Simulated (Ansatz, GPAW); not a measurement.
## One calculation of FeO, 3 ways

```
Fe O
1.0
     0.00000    2.15540    2.15540
     2.15540    0.00000    2.15540
     2.15540    2.15540    0.00000
Fe O
1 1
Cartesian
  0.0000 0.0000 0.0000
  2.1554 2.1554 2.1554
```

Alike in all runs: task band structure; functional RPBE; k mesh 11 × 11 × 11; occupations fermi-dirac, width 0.05 eV; collinear spin, ferromagnetic start; no spin-orbit coupling. The measured crystal is an antiferromagnetic insulator; the state found here is the runs' own. Pressure is positive in compression and, in plane waves, holds the error of the finite cutoff, which Ansatz's Pulay term estimates and takes out.

```csv
program and potentials,plane-wave cutoff (eV),notes,pressure (GPa),net moment per atom (μB)
"Ansatz, Ansatz PAW",420,"potentials made for PBE, which Ansatz adapts in part; 11 valence electrons an atom on average; Pulay term of +0.60 GPa included",5.35,2.00
"Ansatz, all-electron LAPW, scalar-relativistic",-,-,?,?
"GPAW, the program's PAW data sets (release 1.2.1) made for this functional",800,7 valence electrons an atom on average,6.72,2.00
```

Estimate from the other rows what the run with Ansatz, all-electron LAPW, scalar-relativistic gave.

Pressure 5.22 GPa; net moment per atom 2.00 μB. The other rows, which needn't bracket it: pressure 5.35 to 6.72; net moment per atom 2.00.
